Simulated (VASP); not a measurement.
# CoO: hyperfine terms and field gradients, part 3 of 3

Aim: the hyperfine contact terms and the field gradients at the nuclei of CoO, by functional. The start is a computed cell from the Materials Project.

VASP 6.6.1, plane waves and PAW; the level of theory is named at each step.

So far. Step 2 (Local probes at LDA): The largest gradient is -4.747 V/Å², at Co1.

### Step 3. Local probes at r2SCAN

This step: r2SCAN, DFT+U (Co d 3 eV), spin-polarised from a ferromagnetic start; plane waves and PAW (Co, O) (VASP 6.6.1).

Field gradients probe the charge near the nuclei, so LASPH is on and the cutoff is at least 1.4 times the default of the data sets; this run is at r2SCAN. LHYPERFINE adds the spin density at the nuclei, with NGYROMAG = 1 for all, so that values scale to any isotope.

File INCAR:

```
SYSTEM = CoO
PREC = Accurate
ENCUT = 560
EDIFF = 1E-07
NELM = 100
ISMEAR = -1
SIGMA = 0.05
LREAL = .FALSE.
ALGO = Normal
METAGGA = R2SCAN
LASPH = .TRUE.
NBANDS = 26
ISPIN = 2
MAGMOM = 2 2 0 0
LDAU = .TRUE.
LDAUTYPE = 2
LDAUL = 2 -1
LDAUU = 3 0
LDAUJ = 0 0
LDAUPRINT = 1
LMAXMIX = 4
LORBIT = 11
LWAVE = .FALSE.
LCHARG = .FALSE.
KPAR = 4
LEFG = .TRUE.
LHYPERFINE = .TRUE.
NGYROMAG = 1 1
```

File POSCAR:

```
CoO
1.0
    1.6022198417      0.9250420569      2.5664708903
   -1.6022198417      0.9250420569      2.5664708903
    0.0000000000     -3.7001682276      5.1329417806
Co O
2 2
Direct
    0.9989783200      0.9989783200      0.4994891600
    0.9989783200      0.9989783200      0.9994891600
    0.7510210300      0.7510210300      0.3755105150
    0.7510210300      0.7510210300      0.8755105150
```

File KPOINTS:

```
Automatic mesh
0
Gamma
10 10 6
0 0 0
```

Potentials, in the order of the species: Co and O (PBE family, release 64).

The run is started by

```bash
mpirun -np 4 vasp_std
```

Output:

```text
[banner, memory and clock lines left out]
running    4 mpi-ranks, on    1 nodes
 distrk:  each k-point on    1 cores,    4 groups
 distr:  one band on    1 cores,    1 groups

 POSCAR found type information on POSCAR CoO
 POSCAR found :  2 types and       4 ions
 [... a notice as in an earlier step ...]

 LDA part: xc-table for (None), standard interpolation
 POSCAR, INCAR and KPOINTS ok, starting setup
 FFT: planning ... GRIDC
 FFT: planning ... GRID_SOFT
 FFT: planning ... GRID
 WAVECAR not read
 entering main loop
       N       E                     dE             d eps       ncg     rms          rms(c)
DAV:   1     0.248062589065E+03    0.24806E+03   -0.14807E+04 17960   0.147E+03
DAV:   2    -0.204446329969E+02   -0.26851E+03   -0.24094E+03 18564   0.333E+02
DAV:   3    -0.501206140984E+02   -0.29676E+02   -0.28721E+02 19908   0.129E+02
DAV:   4    -0.507769973146E+02   -0.65638E+00   -0.65374E+00 20322   0.195E+01
DAV:   5    -0.507991615735E+02   -0.22164E-01   -0.22162E-01 24170   0.328E+00    0.287E+01
DAV:   6    -0.397457404455E+02    0.11053E+02   -0.60432E+01 22782   0.119E+02    0.378E+01
DAV:   7    -0.393078208264E+02    0.43792E+00   -0.90704E+00 20806   0.561E+01    0.166E+01
DAV:   8    -0.403301420737E+02   -0.10223E+01   -0.41867E+00 25452   0.228E+01    0.970E+00
DAV:   9    -0.407968947983E+02   -0.46675E+00   -0.13651E+00 25438   0.106E+01    0.190E+00
DAV:  10    -0.409427320815E+02   -0.14584E+00   -0.22914E-01 24316   0.105E+01    0.823E-01
DAV:  11    -0.409649789885E+02   -0.22247E-01   -0.71877E-02 24308   0.455E+00    0.611E-01
DAV:  12    -0.409745225794E+02   -0.95436E-02   -0.83350E-03 24594   0.219E+00    0.275E-01
DAV:  13    -0.409760368334E+02   -0.15143E-02   -0.25149E-03 23678   0.616E-01    0.109E-01
DAV:  14    -0.409762208928E+02   -0.18406E-03   -0.62470E-04 24342   0.310E-01    0.496E-02
DAV:  15    -0.409762703294E+02   -0.49437E-04   -0.88761E-05 23714   0.154E-01    0.196E-02
DAV:  16    -0.409762753037E+02   -0.49743E-05   -0.24104E-05 23434   0.750E-02    0.104E-02
DAV:  17    -0.409762785187E+02   -0.32150E-05   -0.14989E-05 28816   0.387E-02    0.665E-03
DAV:  18    -0.409762800967E+02   -0.15781E-05   -0.89818E-06 26402   0.282E-02    0.425E-03
DAV:  19    -0.409762805742E+02   -0.47748E-06   -0.13435E-06 24550   0.114E-02    0.135E-03
DAV:  20    -0.409762809428E+02   -0.36853E-06   -0.12113E-07 10792   0.366E-03    0.446E-04
DAV:  21    -0.409762810515E+02   -0.10878E-06   -0.34269E-08  9208   0.253E-03    0.517E-04
DAV:  22    -0.409762809949E+02    0.56639E-07   -0.28083E-08  9176   0.238E-03
ion   1
     0.0000000    -0.0000000     0.0038390    -1.0062938     0.0000000     0.0055263
     0.0000452    -0.0000000     0.0038390    -1.0062938     0.0000000     0.0055263
     0.0000623    -0.0000000     0.0038390    -1.0062938     0.0000000     0.0055263
     0.0000858    -0.0000000     0.0038390    -1.0062938     0.0000000     0.0055263
     0.0001181    -0.0000000     0.0038390    -1.0062937     0.0000000     0.0055263

     0.0000000    -0.0000000     0.0294580     4.7674527     0.0000000     0.0419601
     0.0000452    -0.0000000     0.0294580     4.7672123     0.0000000     0.0419600
     0.0000623    -0.0000000     0.0294579     4.7670727     0.0000000     0.0419600
     0.0000858    -0.0000000     0.0294579     4.7668436     0.0000000     0.0419600
     0.0001181    -0.0000000     0.0294578     4.7664698     0.0000000     0.0419599

ion   2
     0.0000000    -0.0000000     0.0038390    -1.0062938     0.0000000     0.0055263
     0.0000452    -0.0000000     0.0038390    -1.0062938     0.0000000     0.0055263
     0.0000623    -0.0000000     0.0038390    -1.0062938     0.0000000     0.0055263
     0.0000858    -0.0000000     0.0038390    -1.0062938     0.0000000     0.0055263
     0.0001181    -0.0000000     0.0038390    -1.0062937     0.0000000     0.0055263

     0.0000000    -0.0000000     0.0294580     4.7674527     0.0000000     0.0419601
     0.0000452    -0.0000000     0.0294580     4.7672123     0.0000000     0.0419600
     0.0000623    -0.0000000     0.0294579     4.7670727     0.0000000     0.0419600
     0.0000858    -0.0000000     0.0294579     4.7668436     0.0000000     0.0419600
     0.0001181    -0.0000000     0.0294578     4.7664698     0.0000000     0.0419599

ion   3
     0.0000000    -0.0000000     0.0017503     0.7702263     0.0000000     0.0011743
     0.0000293    -0.0000000     0.0017503     0.7702263     0.0000000     0.0011743
     0.0000403    -0.0000000     0.0017503     0.7702262     0.0000000     0.0011743
     0.0000555    -0.0000000     0.0017503     0.7702262     0.0000000     0.0011743
     0.0000765    -0.0000000     0.0017503     0.7702262     0.0000000     0.0011743

     0.0000000    -0.0000000     0.0053815     1.9332901     0.0000000     0.0029882
     0.0000293    -0.0000000     0.0053815     1.9332896     0.0000000     0.0029882
     0.0000403    -0.0000000     0.0053815     1.9332893     0.0000000     0.0029882
     0.0000555    -0.0000000     0.0053815     1.9332888     0.0000000     0.0029882
     0.0000765    -0.0000000     0.0053815     1.9332880     0.0000000     0.0029882

ion   4
     0.0000000    -0.0000000     0.0017503     0.7702263     0.0000000     0.0011743
     0.0000293    -0.0000000     0.0017503     0.7702263     0.0000000     0.0011743
     0.0000403    -0.0000000     0.0017503     0.7702262     0.0000000     0.0011743
     0.0000555    -0.0000000     0.0017503     0.7702262     0.0000000     0.0011743
     0.0000765    -0.0000000     0.0017503     0.7702262     0.0000000     0.0011743

     0.0000000    -0.0000000     0.0053815     1.9332901     0.0000000     0.0029882
     0.0000293    -0.0000000     0.0053815     1.9332896     0.0000000     0.0029882
     0.0000403    -0.0000000     0.0053815     1.9332893     0.0000000     0.0029882
     0.0000555    -0.0000000     0.0053815     1.9332888     0.0000000     0.0029882
     0.0000765    -0.0000000     0.0053815     1.9332880     0.0000000     0.0029882

   1 F= -.40976281E+02 E0= -.40976281E+02  d E =-.366727E-06  mag=     6.0000
```

Wall time 22 min (4 MPI ranks of AMD EPYC 7R43, shared host); peak memory 1.5 GiB.

From OUTCAR (step 3):

```text
The static configuration has the point symmetry C_1h.

 Found    172 irreducible k-points:

   NELECT =      30.0000    total number of electrons

atom =   1  type =  1  l = 2

 onsite density matrix

spin component  1

  0.9851  0.0000  0.0000  0.0098  0.0000
  0.0000  0.9808 -0.0000 -0.0000  0.0098
  0.0000 -0.0000  0.9953  0.0000  0.0000
  0.0098 -0.0000  0.0000  0.9808  0.0000
  0.0000  0.0098  0.0000  0.0000  0.9851

spin component  2

  0.4048 -0.0000 -0.0000 -0.4024  0.0000
 -0.0000  0.6621  0.0001  0.0000 -0.4024
 -0.0000  0.0001  0.1232 -0.0000 -0.0001
 -0.4024  0.0000 -0.0000  0.6621 -0.0000
  0.0000 -0.4024 -0.0001 -0.0000  0.4048

 occupancies and eigenvectors

  o =  0.1110  v =  0.0000  0.0000  0.0000  0.0000  0.0000 -0.8076  0.0000 -0.0000 -0.5897  0.0000      0.0000  0.0000  0.0000  0.0000  0.0000  0.0000  0.0000  0.0000  0.0000  0.0000
  o =  0.1110  v =  0.0000  0.0000  0.0000  0.0000  0.0000  0.0000  0.5897 -0.0003  0.0000  0.8076      0.0000  0.0000  0.0000  0.0000  0.0000  0.0000  0.0000  0.0000  0.0000  0.0000
  o =  0.1232  v =  0.0000  0.0000  0.0000  0.0000  0.0000  0.0000 -0.0001 -1.0000  0.0000 -0.0004      0.0000  0.0000  0.0000  0.0000  0.0000  0.0000  0.0000  0.0000  0.0000  0.0000
  o =  0.9559  v =  0.0000  0.0000  0.0000  0.0000  0.0000  0.0000 -0.8076 -0.0001 -0.0000  0.5897      0.0000  0.0000  0.0000  0.0000  0.0000  0.0000  0.0000  0.0000  0.0000  0.0000
  o =  0.9559  v =  0.0000  0.0000  0.0000  0.0000  0.0000  0.5897  0.0000 -0.0000 -0.8076  0.0000      0.0000  0.0000  0.0000  0.0000  0.0000  0.0000  0.0000  0.0000  0.0000  0.0000
  o =  0.9730  v = -0.6268  0.0000  0.0000  0.7792  0.0000  0.0000  0.0000  0.0000  0.0000  0.0000      0.0000  0.0000  0.0000  0.0000  0.0000  0.0000  0.0000  0.0000  0.0000  0.0000
  o =  0.9730  v =  0.0000  0.7793  0.0002 -0.0000 -0.6267  0.0000  0.0000  0.0000  0.0000  0.0000      0.0000  0.0000  0.0000  0.0000  0.0000  0.0000  0.0000  0.0000  0.0000  0.0000
  o =  0.9930  v = -0.7792  0.0000 -0.0000 -0.6268 -0.0000  0.0000  0.0000  0.0000  0.0000  0.0000      0.0000  0.0000  0.0000  0.0000  0.0000  0.0000  0.0000  0.0000  0.0000  0.0000
  o =  0.9930  v =  0.0000  0.6267 -0.0011 -0.0000  0.7793  0.0000  0.0000  0.0000  0.0000  0.0000      0.0000  0.0000  0.0000  0.0000  0.0000  0.0000  0.0000  0.0000  0.0000  0.0000
  o =  0.9953  v =  0.0000 -0.0005 -1.0000  0.0000 -0.0009  0.0000  0.0000  0.0000  0.0000  0.0000      0.0000  0.0000  0.0000  0.0000  0.0000  0.0000  0.0000  0.0000  0.0000  0.0000

atom =   2  type =  1  l = 2

 onsite density matrix

spin component  1

spin component  2

 occupancies and eigenvectors

 E-fermi :   5.9014

 spin component 1
 k-point     1 :       0.0000    0.0000    0.0000
  band No.  band energies     occupation
    ...
     14       4.5411      1.00000
     15       4.5466      1.00000
     16       5.2937      0.99999
     17       5.2937      0.99999
     18       5.3985      0.99996
     19       6.3281      0.00020
     20      12.0521      0.00000
     21      13.2598      0.00000
     22      19.6679      0.00000
     23      19.9989      0.00000
    ...

 k-point     2 :       0.1000   -0.0000    0.0000
  band No.  band energies     occupation
    ...
     14       4.3581      1.00000
     15       4.4325      1.00000
     16       4.7427      1.00000
     17       5.2336      1.00000
     18       5.3230      0.99999
     19       6.9963      0.00000
     20      12.2287      0.00000
     21      13.4429      0.00000
     22      18.9684      0.00000
     23      19.5743      0.00000
    ...

 k-point     3 :       0.2000   -0.0000    0.0000
  band No.  band energies     occupation
    ...
     14       3.8016      1.00000
     15       3.9978      1.00000
     16       4.1106      1.00000
     17       5.0674      1.00000
     18       5.1342      1.00000
     19       8.2157      0.00000
     20      12.1316      0.00000
     21      14.3848      0.00000
     22      17.6400      0.00000
     23      17.8794      0.00000
    ...

 k-point     4 :       0.3000    0.0000    0.0000
  band No.  band energies     occupation
    ...
     14       2.7402      1.00000
     15       3.6228      1.00000
     16       3.7220      1.00000
     17       4.8394      1.00000
     18       4.8783      1.00000
     19       9.6424      0.00000
     20      11.6490      0.00000
     21      15.7396      0.00000
     22      15.7885      0.00000
     23      17.1833      0.00000
    ...

  Total        1.7213113      1.7184947      3.9287494      0.0000000      0.0002235      0.0000000
  in kB       60.4183448     60.3194834    137.8998324      0.0000000      0.0078436      0.0000000
  external PRESSURE =      86.2125535 kB  Pullay stress =       0.0000000 kB

 POSITION                                       TOTAL-FORCE (eV/Angst)
 -----------------------------------------------------------------------------------
      0.00000     -0.00000      7.69155         0.000000     -0.002060      0.445264
      0.00000     -1.85008     10.25802         0.000000     -0.002060      0.445264
      0.00000     -0.00000      5.78242         0.000000      0.002060     -0.445264
      0.00000     -1.85008      8.34889         0.000000      0.002060     -0.445264
 -----------------------------------------------------------------------------------
    total drift:                               -0.000000     -0.014863      0.028410

  FREE ENERGIE OF THE ION-ELECTRON SYSTEM (eV)
  ---------------------------------------------------
  free  energy   TOTEN  =       -40.9762809949 eV

  energy  without entropy=      -40.9762806282  energy(sigma->0) =      -40.97628081

 Electric field gradients after diagonalization (V/A^2)
 (convention: |V_zz| > |V_xx| > |V_yy|)
----------------------------------------------------------------------
 ion       V_xx      V_yy      V_zz     asymmetry (V_yy - V_xx)/ V_zz
----------------------------------------------------------------------
   1       2.854     2.762    -5.616       0.016
   2       2.854     2.762    -5.616       0.016
   3       0.961     0.961    -1.922       0.000
   4       0.961     0.961    -1.922       0.000
----------------------------------------------------------------------

 Fermi contact (isotropic) hyperfine coupling parameter (MHz)
 -------------------------------------------------------------
  ion      A_pw      A_1PS     A_1AE     A_1c      A_tot
 -------------------------------------------------------------
   1      10.298    10.313     3.757   -10.962     3.742
   2      10.298    10.313     3.757   -10.962     3.742
   3       0.939     0.932     5.130    -0.796     5.136
   4       0.939     0.932     5.130    -0.796     5.136
 -------------------------------------------------------------

 Total hyperfine coupling parameters after diagonalization (MHz)
 (convention: |A_zz| > |A_xx| > |A_yy|)
 ----------------------------------------------------------------------
  ion      A_xx      A_yy      A_zz     asymmetry (A_yy - A_xx)/ A_zz
 ----------------------------------------------------------------------
   1       3.572     3.570     4.084      -0.000
   2       3.572     3.570     4.084      -0.000
   3       5.113     5.113     5.182      -0.000
   4       5.113     5.113     5.182      -0.000
 ---------------------------------------------------------------------

 total charge
# of ion       s       p       d       tot
------------------------------------------
    1        0.368   0.479   7.158   8.004
    2        0.368   0.479   7.158   8.004
    3        1.550   3.532   0.000   5.081
    4        1.550   3.532   0.000   5.081
--------------------------------------------------
tot          3.835   8.021  14.315  26.171

 magnetization (x)
# of ion       s       p       d       tot
------------------------------------------
    1        0.027   0.058   2.669   2.754
    2        0.027   0.058   2.669   2.754
    3        0.016   0.161   0.000   0.176
    4        0.016   0.161   0.000   0.176
--------------------------------------------------
tot          0.085   0.438   5.338   5.860

[... 8 parts as in an earlier step ...]

[... 9 further parts left out ...]
```

The PAW data sets were made with PBE, which is usual practice but a small mismatch for other functionals.

Numbers from this step:

- free energy (TOTEN): -40.98 eV
- Fermi energy: 5.901 eV
- pressure: 8.621 GPa
- moment of the cell, from the last line of the log: 6 μB

Spin moment in the PAW sphere by atom:

```tsv
atom	spin moment in the PAW sphere (μB)
Co1	2.75
Co2	2.75
O3	0.18
O4	0.18
```

For a gyromagnetic ratio of 1 MHz/T at every nucleus. The program has divided the terms by the spin of the whole cell, so they fall as a cell holds more magnetic ions. A_tot leaves out the core's term, which the program lists beside it. Hyperfine Fermi contact, by row:

```tsv
atom	A_tot (MHz)	core term A_1c (MHz)	contact term, their sum (MHz)
Co1	3.742	-10.96	-7.22
Co2	3.742	-10.96	-7.22
O3	5.136	-0.796	4.34
O4	5.136	-0.796	4.34
```

Ordered as |Vzz| ≥ |Vxx| ≥ |Vyy|, the program's way. Electric field gradients, by row:

```tsv
atom	Vxx (V/Å²)	Vyy (V/Å²)	Vzz (V/Å²)	asymmetry
Co1	2.854	2.762	-5.616	0.016
Co2	2.854	2.762	-5.616	0.016
O3	0.961	0.961	-1.922	0
O4	0.961	0.961	-1.922	0
```

The largest gradient is -5.616 V/Å², at Co1.

### Step 4. Summary

This step: electric field gradients, LDA, r2SCAN; plane waves and PAW (VASP 6.6.1).

This step runs nothing: it gathers the runs above.

Cost is wall time times ranks on a shared host. EFG, by row:

```tsv
functional	Vzz Co1 (V/Å²)	Vzz Co2 (V/Å²)	Vzz O3 (V/Å²)	Vzz O4 (V/Å²)	cost (core minutes)
LDA	-4.747	-4.747	-0.74	-0.74	23.01
r2SCAN	-5.616	-5.616	-1.922	-1.922	86.3
```

### Step 5. Outcome

| Property | Result |
| --- | --- |
| LDA | largest \|Vzz\| 4.75 V/Å² |
| r2SCAN | largest \|Vzz\| 5.62 V/Å² |

What this shows: The largest field gradient is that at Co1, Vzz = -4.75 V/Å² at LDA, with an asymmetry of 0.01. On that site the functionals span -5.62 to -4.75 V/Å², at costs of 23 to 86 core minutes. Some of these runs are metallic on their mesh and others have a gap, so the spread isn't that of one electronic state. The Hubbard term of the inputs acts at every level. The largest contact term, with the core's share, for a gyromagnetic ratio of 1 MHz/T and divided by the spin of the whole cell: -4.21 MHz on Co1 at LDA and -7.22 MHz on Co1 at r2SCAN. At magnetic ions the core's share is large and depends on the functional. The values belong to the ordered state computed here. For isotopes with a quadrupole moment, the coupling follows from Vzz times that moment. Kohn-Sham core levels are too shallow against measured binding energies; only differences between inequivalent sites of one element, where there are any, carry meaning. The given cell is kept, although it stands at -3.9 GPa at LDA and ENCUT = 560 eV, which holds the mismatch of the given cell with this functional, any error of the entry itself and any basis-set error. The atoms weren't relaxed and carry forces of up to 0.34 eV/Å at LDA, so the numbers belong to the given coordinates, and a relaxation would change them. All of it rests on one ferromagnetic start, which may not be the order of the real compound, and on the typed U. Not tabulated here, as repeats of values shown or as unfit to read for their mesh, reference level or band range: hyperfine terms (local probes); gaps (local probes).

[Lines on the potential files, build, host, timing and source positions are cut from VASP's logs without a mark.]

[Logs are printed without paths, hosts, clocks, repeated set-up lines and the standing remarks that a program may print on its own settings, such as how far it seeks lower states.]

[Hosts, paths, dates, database ids (printed as entryN), source tags and the programs' standing remarks are cut or masked in the printed files.]
